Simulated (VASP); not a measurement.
# CaO in VASP: one cell, several levels of theory

Aim: gap, levels, forces and stress of CaO in the rocksalt structure at fixed geometry. Runs: PBE, r2SCAN. The results are then set beside those of Ansatz 0.2.0 for the same cell.

Code: VASP 6.6.1. PAW datasets, plane waves. No spin polarisation and no zero-point or thermal motion.

## Step 1: The structure to begin with

The cell comes from an earlier relaxation with r2SCAN in another program.

The symmetry is Fm-3m (No. 225, cubic); conventional cell a = 4.795 Å, 13.78 Å³ an atom. Around Ca lie 6 O at 2.40 Å; around O lie 6 Ca at 2.40 Å.

Coordinates:

```xyz
2
Lattice="0.0000 2.3976 2.3976 2.3976 0.0000 2.3976 2.3976 2.3976 0.0000" Properties=species:S:1:pos:R:3 pbc="T T T"
Ca    0.0000    0.0000    0.0000
O     2.3976    2.3976    2.3976
```

## Step 2: PBE

File INCAR:

```
ENCUT = 520.000000
SIGMA = 0.020000
EDIFF = 1.00e-07
GGA = PE
PREC = Accurate
IBRION = -1
ISIF = 2
ISMEAR = -1
NBANDS = 15
NELM = 120
NSW = 0
LASPH = .TRUE.
LCHARG = .FALSE.
LWAVE = .FALSE.
LREAL = .FALSE.
```

File KPOINTS:

```
KPOINTS created by Atomic Simulation Environment
0
Gamma
10 10 10
0 0 0
```

File KPOINTS_OPT:

```
special points
7
Reciprocal
0.0000000000 0.0000000000 0.0000000000 1
0.5000000000 0.0000000000 0.5000000000 1
0.6250000000 0.2500000000 0.6250000000 1
0.3750000000 0.3750000000 0.7500000000 1
0.5000000000 0.5000000000 0.5000000000 1
0.5000000000 0.2500000000 0.7500000000 1
0.0000000000 0.5000000000 0.5000000000 1
```

File POSCAR:

```
Ca O
 1.0000000000000000
    -0.0000000000000000    2.3975501102567622    2.3975501102567622
     2.3975501102567622   -0.0000000000000000    2.3975501102567622
     2.3975501102567622    2.3975501102567622    0.0000000000000000
 Ca  O
   1   1
Cartesian
 -0.0000000000000000  0.0000000000000000 -0.0000000000000000
  2.3975501102567622  2.3975501102567622  2.3975501102567622
```

Potentials: the recommended PBE PAW datasets, 16 valence electrons in the neutral cell.

On the command line:

```sh
> mpirun -np 1 vasp_std
```

Standard output, without the iteration lines:

```text
POSCAR found type information on POSCAR CaO
 POSCAR found :  2 types and       2 ions
 LDA part: xc-table for (Slater+PW92), standard interpolation
 POSCAR, INCAR and KPOINTS ok, starting setup
 FFT: planning ... GRIDC
 FFT: planning ... GRID_SOFT
 FFT: planning ... GRID
 WAVECAR not read
 entering main loop
 Start KPOINTS_OPT (optional k-point list driver)
k-point batch [1-7\7]
```

OSZICAR:

```text
N       E                     dE             d eps       ncg     rms          rms(c)
DAV:   1     0.125619269670E+03    0.12562E+03   -0.83590E+03  1410   0.109E+03
DAV:   2    -0.903702406520E+01   -0.13466E+03   -0.12463E+03  1774   0.291E+02
DAV:   3    -0.143675427678E+02   -0.53305E+01   -0.52931E+01  1690   0.602E+01
DAV:   4    -0.145089062970E+02   -0.14136E+00   -0.14128E+00  1968   0.888E+00
DAV:   5    -0.145103526616E+02   -0.14464E-02   -0.14463E-02  1677   0.856E-01    0.857E+00
DAV:   6    -0.128728451936E+02    0.16375E+01   -0.50676E+00  1600   0.221E+01    0.357E+00
DAV:   7    -0.128011007513E+02    0.71744E-01   -0.40445E-01  1620   0.660E+00    0.180E+00
DAV:   8    -0.127986186218E+02    0.24821E-02   -0.75131E-02  1816   0.295E+00    0.422E-01
DAV:   9    -0.127970794909E+02    0.15391E-02   -0.46129E-03  1466   0.571E-01    0.109E-01
DAV:  10    -0.127977307987E+02   -0.65131E-03   -0.71951E-04  1718   0.243E-01    0.415E-02
DAV:  11    -0.127977070598E+02    0.23739E-04   -0.49615E-05  1670   0.832E-02    0.705E-03
DAV:  12    -0.127977067402E+02    0.31961E-06   -0.71294E-06  1655   0.241E-02    0.294E-03
DAV:  13    -0.127977068493E+02   -0.10914E-06   -0.23732E-07  1796   0.476E-03    0.363E-04
DAV:  14    -0.127977068649E+02   -0.15537E-07   -0.23294E-08   845   0.152E-03
   1 F= -.12797707E+02 E0= -.12797707E+02  d E =-.499705E-14
       N       E                     dE             ncg
DAV:   1     0.387895260943E+03   -0.45585E+04      210
DAV:   2    -0.459610675397E+03   -0.84751E+03      245
DAV:   3    -0.488451311339E+03   -0.28841E+02      287
DAV:   4    -0.489256235099E+03   -0.80492E+00      262
DAV:   5    -0.489264051423E+03   -0.78163E-02      266
DAV:   6    -0.489264230603E+03   -0.17918E-03      254
DAV:   7    -0.489264235427E+03   -0.48240E-05      251
DAV:   8    -0.489264235571E+03   -0.14439E-06      221
DAV:   9    -0.489264235575E+03   -0.34995E-08      175
```

The lines after F= are the extra pass for the points of KPOINTS_OPT, at fixed density; their E is not a total energy.

Parts of OUTCAR:

```text
k-points           NKPTS =     47   k-points in BZ     NKDIM =     47   number of bands    NBANDS=     15

   NELECT =      16.0000    total number of electrons

   dimension x,y,z NGX =    28 NGY =   28 NGZ =   28
   dimension x,y,z NGXF=    56 NGYF=   56 NGZF=   56

  energy-cutoff  :      520.00
  volume of cell :       27.56
      direct lattice vectors                 reciprocal lattice vectors
     0.000000000  2.397550110  2.397550110    -0.208546215  0.208546215  0.208546215
     2.397550110  0.000000000  2.397550110     0.208546215 -0.208546215  0.208546215
     2.397550110  2.397550110  0.000000000     0.208546215  0.208546215 -0.208546215

 k-points in reciprocal lattice and weights: KPOINTS created by Atomic Simulation Env
   0.00000000  0.00000000  0.00000000       0.001
   0.10000000  0.00000000  0.00000000       0.008
   0.20000000  0.00000000  0.00000000       0.008
   0.30000000  0.00000000  0.00000000       0.008
   0.40000000  0.00000000  0.00000000       0.008
   0.50000000  0.00000000  0.00000000       0.004
   0.10000000  0.10000000  0.00000000       0.006
   0.20000000  0.10000000  0.00000000       0.024
[... 39 more k-points ...]

 E-fermi :   2.9362

 k-point     1 :       0.0000    0.0000    0.0000
  band No.  band energies     occupation
      1     -35.2177      2.00000
      2     -15.9765      2.00000
      3     -15.9765      2.00000
      4     -15.9765      2.00000
      5     -13.1563      2.00000
      6       2.3897      2.00000
      7       2.3897      2.00000
      8       2.3897      2.00000
      9       7.1607      0.00000
     10       8.6329      0.00000
     11       8.6329      0.00000
     12       8.6329      0.00000
     13      10.1490      0.00000
     14      10.1490      0.00000
     15      17.5065      0.00000

 k-point     2 :       0.1000    0.0000    0.0000
  band No.  band energies     occupation
      1     -35.2077      2.00000
      2     -16.1229      2.00000
      3     -15.9818      2.00000
      4     -15.9818      2.00000
      5     -13.0033      2.00000
      6       2.0277      2.00000
      7       2.2487      2.00000
      8       2.2487      2.00000
      9       7.6191      0.00000
     10       8.6001      0.00000
     11       8.8055      0.00000
     12       8.8055      0.00000
     13      10.3921      0.00000
     14      10.3921      0.00000
     15      17.9090      0.00000

 k-point     3 :       0.2000    0.0000    0.0000
  band No.  band energies     occupation
      1     -35.1813      2.00000
      2     -16.4529      2.00000
      3     -15.9956      2.00000
      4     -15.9956      2.00000
      5     -12.6550      2.00000
      6       1.2529      2.00000
      7       1.9107      2.00000
      8       1.9107      2.00000
      9       8.5266      0.00000
     10       8.7670      0.00000
     11       9.2821      0.00000
     12       9.2821      0.00000
     13      11.0220      0.00000
     14      11.0220      0.00000
     15      18.4973      0.00000

 k-point     4 :       0.3000    0.0000    0.0000
  band No.  band energies     occupation
      1     -35.1485      2.00000
      2     -16.7943      2.00000
      3     -16.0125      2.00000
      4     -16.0125      2.00000
      5     -12.2893      2.00000
      6       0.4768      2.00000
      7       1.5408      2.00000
      8       1.5408      2.00000
      9       8.8225      0.00000
     10       9.8642      0.00000
     11       9.9366      0.00000
     12       9.9366      0.00000
     13      11.8214      0.00000
     14      11.8214      0.00000
     15      18.0148      0.00000

 k-point     5 :       0.4000    0.0000    0.0000
  band No.  band energies     occupation
      1     -35.1217      2.00000
      2     -17.0364      2.00000
      3     -16.0261      2.00000
      4     -16.0261      2.00000
      5     -12.0251      2.00000
      6      -0.0700      2.00000
      7       1.2707      2.00000
      8       1.2707      2.00000
      9       9.2336      0.00000
     10      10.5355      0.00000
     11      10.5355      0.00000
     12      10.6914      0.00000
     13      12.5471      0.00000
     14      12.5471      0.00000
     15      17.0775      0.00000

[... the tables of k-points 6 to 47 left out ...]

  Total        0.5297993      0.5297993      0.5297993      0.0000000     -0.0000000      0.0000000
  in kB       30.7956173     30.7956173     30.7956173      0.0000000     -0.0000000      0.0000000
  external PRESSURE =      30.7956173 kB  Pullay stress =       0.0000000 kB

 POSITION                                       TOTAL-FORCE (eV/Angst)
 -----------------------------------------------------------------------------------
      0.00000      0.00000      0.00000         0.000000      0.000000      0.000000
      2.39755      2.39755      2.39755        -0.000000     -0.000000     -0.000000
 -----------------------------------------------------------------------------------
    total drift:                                0.000000      0.000000      0.000000

  FREE ENERGIE OF THE ION-ELECTRON SYSTEM (eV)
  ---------------------------------------------------
  free  energy   TOTEN  =       -12.7977068649 eV

  energy  without entropy=      -12.7977068649  energy(sigma->0) =      -12.79770686
```

Hardware: 1 MPI rank of Intel Xeon Platinum 8488C, shared host.

The levels at the points of KPOINTS_OPT are read from vasprun.xml.

Levels at the named points, in eV from the top of band v (v: the last filled band by count, c: the next):

```
point    v−1      v     c   c+1
    Γ   0.00   0.00  4.77  6.24
    X  -0.37  -0.37  3.63  8.10
    U  -1.21  -0.79  5.15  8.03
    K  -1.21  -0.79  5.15  8.03
    L  -1.22  -1.22  7.08  8.39
    W  -1.06  -1.06  6.34  6.34
```

The PBE gap is 3.63 eV and indirect (Γ to (0.50, 0.50, 0.00)), with 4.01 eV as the least direct one. Pressure: 3.08 GPa; the forces vanish within 0.01 eV/Å.

## Step 3: r2SCAN at this geometry

File INCAR:

```
ENCUT = 520.000000
SIGMA = 0.010000
EDIFF = 1.00e-07
ALGO = Normal
METAGGA = R2SCAN
PREC = Accurate
IBRION = -1
ISIF = 2
ISMEAR = 0
NBANDS = 15
NELM = 120
NSW = 0
LASPH = .TRUE.
LCHARG = .FALSE.
LWAVE = .FALSE.
LREAL = .FALSE.
```

KPOINTS is that of step 2.

KPOINTS_OPT is that of step 2.

POSCAR is that of step 2.

On the command line:

```sh
> mpirun -np 1 vasp_std
```

Printed to the terminal (iteration lines stand in OSZICAR):

```text
POSCAR found type information on POSCAR CaO
 POSCAR found :  2 types and       2 ions
 -----------------------------------------------------------------------------
|                                                                             |
|                                                                             |
|     You enforced a specific xc type in the INCAR file but a different       |
|     I HOPE YOU KNOW WHAT YOU ARE DOING!                                     |
|                                                                             |
 -----------------------------------------------------------------------------

 LDA part: xc-table for (None), standard interpolation
 POSCAR, INCAR and KPOINTS ok, starting setup
 FFT: planning ... GRIDC
 FFT: planning ... GRID_SOFT
 FFT: planning ... GRID
 WAVECAR not read
 entering main loop
 Start KPOINTS_OPT (optional k-point list driver)
k-point batch [1-7\7]
```

OSZICAR:

```text
N       E                     dE             d eps       ncg     rms          rms(c)
DAV:   1     0.119583943339E+03    0.11958E+03   -0.84960E+03  1410   0.112E+03
DAV:   2    -0.195601143585E+02   -0.13914E+03   -0.12870E+03  1774   0.300E+02
DAV:   3    -0.251350424166E+02   -0.55749E+01   -0.55279E+01  1734   0.626E+01
DAV:   4    -0.252754398136E+02   -0.14040E+00   -0.14014E+00  1830   0.919E+00
DAV:   5    -0.252785885120E+02   -0.31487E-02   -0.31486E-02  1622   0.124E+00    0.769E+00
DAV:   6    -0.193203417702E+02    0.59582E+01   -0.34732E+00  1872   0.231E+01    0.259E+00
DAV:   7    -0.194510478387E+02   -0.13071E+00   -0.49628E-01  1487   0.504E+00    0.193E+00
DAV:   8    -0.194869803107E+02   -0.35932E-01   -0.17741E-01  1410   0.459E+00    0.139E+00
DAV:   9    -0.194534535410E+02    0.33527E-01   -0.83027E-02  1495   0.289E+00    0.132E-01
DAV:  10    -0.194529461827E+02    0.50736E-03   -0.41547E-03  1606   0.620E-01    0.746E-02
DAV:  11    -0.194531034744E+02   -0.15729E-03   -0.62183E-04  1677   0.220E-01    0.486E-02
DAV:  12    -0.194530447027E+02    0.58772E-04   -0.15258E-04  1732   0.108E-01    0.881E-03
DAV:  13    -0.194530461943E+02   -0.14916E-05   -0.82029E-06  1648   0.302E-02    0.712E-03
DAV:  14    -0.194530459735E+02    0.22086E-06   -0.36400E-07  1735   0.517E-03    0.445E-03
DAV:  15    -0.194530453594E+02    0.61405E-06   -0.11379E-06  1494   0.835E-03    0.104E-03
DAV:  16    -0.194530453411E+02    0.18299E-07   -0.50567E-08   824   0.222E-03
   1 F= -.19453045E+02 E0= -.19453045E+02  d E =-.214388E-57
       N       E                     dE             ncg
DAV:   1     0.333452841142E+03   -0.46130E+04      210
DAV:   2    -0.552181727643E+03   -0.88563E+03      245
DAV:   3    -0.581868855801E+03   -0.29687E+02      295
DAV:   4    -0.582559109464E+03   -0.69025E+00      262
DAV:   5    -0.582568227598E+03   -0.91181E-02      274
DAV:   6    -0.582568431911E+03   -0.20431E-03      246
DAV:   7    -0.582568437688E+03   -0.57775E-05      259
DAV:   8    -0.582568437869E+03   -0.18057E-06      221
DAV:   9    -0.582568437874E+03   -0.50443E-08      168
```

Parts of OUTCAR:

```text
k-points           NKPTS =     47   k-points in BZ     NKDIM =     47   number of bands    NBANDS=     15

   NELECT =      16.0000    total number of electrons

   dimension x,y,z NGX =    28 NGY =   28 NGZ =   28
   dimension x,y,z NGXF=    56 NGYF=   56 NGZF=   56

  energy-cutoff  :      520.00
  volume of cell :       27.56
      direct lattice vectors                 reciprocal lattice vectors
     0.000000000  2.397550110  2.397550110    -0.208546215  0.208546215  0.208546215
     2.397550110  0.000000000  2.397550110     0.208546215 -0.208546215  0.208546215
     2.397550110  2.397550110  0.000000000     0.208546215  0.208546215 -0.208546215

 k-points in reciprocal lattice and weights: KPOINTS created by Atomic Simulation Env
   0.00000000  0.00000000  0.00000000       0.001
   0.10000000  0.00000000  0.00000000       0.008
   0.20000000  0.00000000  0.00000000       0.008
   0.30000000  0.00000000  0.00000000       0.008
   0.40000000  0.00000000  0.00000000       0.008
   0.50000000  0.00000000  0.00000000       0.004
   0.10000000  0.10000000  0.00000000       0.006
   0.20000000  0.10000000  0.00000000       0.024
[... 39 more k-points ...]

 E-fermi :   2.1652

 k-point     1 :       0.0000    0.0000    0.0000
  band No.  band energies     occupation
      1     -36.9713      2.00000
      2     -16.8582      2.00000
      3     -16.8582      2.00000
      4     -16.8581      2.00000
      5     -14.4321      2.00000
      6       2.0548      2.00000
      7       2.0548      2.00000
      8       2.0548      2.00000
      9       7.5432      0.00000
     10       8.9254      0.00000
     11       8.9255      0.00000
     12       8.9255      0.00000
     13      10.5335      0.00000
     14      10.5335      0.00000
     15      17.8734      0.00000

 k-point     2 :       0.1000    0.0000    0.0000
  band No.  band energies     occupation
      1     -36.9614      2.00000
      2     -17.0258      2.00000
      3     -16.8631      2.00000
      4     -16.8631      2.00000
      5     -14.2588      2.00000
      6       1.7080      2.00000
      7       1.9162      2.00000
      8       1.9162      2.00000
      9       7.9976      0.00000
     10       8.8885      0.00000
     11       9.1023      0.00000
     12       9.1023      0.00000
     13      10.7800      0.00000
     14      10.7800      0.00000
     15      18.2912      0.00000

 k-point     3 :       0.2000    0.0000    0.0000
  band No.  band energies     occupation
      1     -36.9354      2.00000
      2     -17.3897      2.00000
      3     -16.8761      2.00000
      4     -16.8761      2.00000
      5     -13.8789      2.00000
      6       0.9485      2.00000
      7       1.5816      2.00000
      8       1.5816      2.00000
      9       8.8428      0.00000
     10       9.1247      0.00000
     11       9.5916      0.00000
     12       9.5916      0.00000
     13      11.4215      0.00000
     14      11.4215      0.00000
     15      18.9302      0.00000

 k-point     4 :       0.3000    0.0000    0.0000
  band No.  band energies     occupation
      1     -36.9029      2.00000
      2     -17.7545      2.00000
      3     -16.8920      2.00000
      4     -16.8920      2.00000
      5     -13.4931      2.00000
      6       0.1758      2.00000
      7       1.2125      2.00000
      8       1.2125      2.00000
      9       9.1107      0.00000
     10      10.2650      0.00000
     11      10.2650      0.00000
     12      10.2736      0.00000
     13      12.2388      0.00000
     14      12.2388      0.00000
     15      18.5481      0.00000

 k-point     5 :       0.4000    0.0000    0.0000
  band No.  band energies     occupation
      1     -36.8765      2.00000
      2     -18.0091      2.00000
      3     -16.9047      2.00000
      4     -16.9047      2.00000
      5     -13.2193      2.00000
      6      -0.3714      2.00000
      7       0.9414      2.00000
      8       0.9414      2.00000
      9       9.5343      0.00000
     10      10.8835      0.00000
     11      10.8836      0.00000
     12      11.0922      0.00000
     13      12.9800      0.00000
     14      12.9800      0.00000
     15      17.7138      0.00000

[... the tables of k-points 6 to 47 left out ...]

  Total        0.1828193      0.1828193      0.1828193     -0.0000000     -0.0000000      0.0000000
  in kB       10.6267286     10.6267286     10.6267286     -0.0000000     -0.0000000      0.0000000
  external PRESSURE =      10.6267286 kB  Pullay stress =       0.0000000 kB

 POSITION                                       TOTAL-FORCE (eV/Angst)
 -----------------------------------------------------------------------------------
      0.00000      0.00000      0.00000         0.000000     -0.000000      0.000000
      2.39755      2.39755      2.39755        -0.000000      0.000000     -0.000000
 -----------------------------------------------------------------------------------
    total drift:                                0.000000      0.000000      0.000000

  FREE ENERGIE OF THE ION-ELECTRON SYSTEM (eV)
  ---------------------------------------------------
  free  energy   TOTEN  =       -19.4530453411 eV

  energy  without entropy=      -19.4530453411  energy(sigma->0) =      -19.45304534
```

Hardware: 1 MPI rank of Intel Xeon Platinum 8488C, shared host.

The levels at the points of KPOINTS_OPT are read from vasprun.xml.

Levels at the named points, in eV from the top of band v (v: the last filled band by count, c: the next):

```
point    v−1      v     c   c+1
    Γ   0.00   0.00  5.49  6.87
    X  -0.37  -0.37  4.19  8.82
    U  -1.20  -0.79  5.73  8.71
    K  -1.20  -0.79  5.73  8.71
    L  -1.21  -1.21  7.73  9.09
    W  -1.04  -1.04  6.95  6.95
```

Gap with r2SCAN: 4.19 eV, valence top at Γ, conduction bottom at X. Least direct gap: 4.56 eV. Pressure: 1.06 GPa; the forces vanish within 0.01 eV/Å.

## Step 4: What came out

| level | gap (eV) | pressure (GPa) | Ansatz: gap (eV) | Ansatz: pressure (GPa) |
| --- | --- | --- | --- | --- |
| PBE | 3.63 | 3.08 | 3.65 | 2.46 |
| r2SCAN | 4.19 | 1.06 | 4.20 | -0.02 |

What this shows: The gap spans 3.63 eV (PBE) to 4.19 eV (r2SCAN). At this one volume the pressure spans 1.1 GPa (r2SCAN) to 3.1 GPa (PBE): PBE wants the largest cell and r2SCAN the smallest. The two programs agree on the gap within 0.03 eV, far less than the spread between functionals. Datasets and cutoffs are each program's own.
